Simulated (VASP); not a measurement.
Crystal: KI.

```
K I
1.0
     0.00000    3.53277    3.53277
     3.53277    0.00000    3.53277
     3.53277    3.53277    0.00000
K I
1 1
Cartesian
  0.0000 0.0000 0.0000
  3.5328 3.5328 3.5328
```

```yaml
Program: VASP 6.6.1
Task: relaxation of cell and atoms
Functional: PBE
Potentials_or_basis: VASP PAW PBE potentials, release 64 (K_pv, I)
Cutoff: 300 eV
k_mesh: 4 × 4 × 4
Occupations: gaussian, width 0.03 eV
Spin: no spin polarisation
```

At the start: pressure 0.8 GPa; volume 44.09 Å³/atom.

Problem. How do energy, volume and symmetry change on relaxing?

Solution. Over 4 steps the energy falls by 6.2 meV/atom and the volume is 46.90 Å³/atom (+6.4 %); space group Fm-3m (No. 225, to 0.05 Å).

Step by step:
```csv
step,energy change (eV),largest force (eV/Å),pressure (GPa),volume (Å³)
1,0.0000,0.0000,0.76,88.18
2,-0.0092,0.0000,0.35,90.87
3,-0.0120,0.0000,-0.10,94.65
4,-0.0123,0.0000,-0.01,93.81
```

Final structure:
```
CELL_PARAMETERS angstrom
0.00000 3.60636 3.60636
3.60636 0.00000 3.60636
3.60636 3.60636 0.00000
ATOMIC_POSITIONS crystal
K 0.00000 0.00000 0.00000
I 0.50000 0.50000 0.50000
```
